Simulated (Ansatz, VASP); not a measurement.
# Ta: VASP beside Ansatz

```
Ta
1.0
     2.90037    0.00000    0.00000
    -1.45019    2.51180    0.00000
     0.00000    0.00000    5.16627
Ta
2
Direct
  0.33333 0.66667 0.25000
  0.66667 0.33333 0.75000
```

Alike in both runs: task relaxation of cell and atoms; functional LDA; k mesh 11 × 11 × 5; occupations fermi-dirac, width 0.05 eV; no spin polarisation.

|  | VASP | Ansatz |
| --- | --- | --- |
| version | VASP 6.6.1 | Ansatz 0.2.0 |
| potentials or method | VASP PAW LDA potentials, release 64 (Ta_pv), cutoff 600 eV | all-electron LAPW, scalar-relativistic |

```tsv
	VASP	Ansatz	Ansatz less VASP
relaxed volume (Å³/atom)	17.75	17.67	-0.081
relaxed cell length with the largest relative difference (Å)	2.839	2.834	-0.0050
energy change over the relaxation (meV/atom)	-41	-46	-5.8
```

Ansatz ran all-electron here, so the differences hold the error of VASP's frozen core and of both bases.

Spin-orbit coupling is left out, which matters for the levels of Ta.
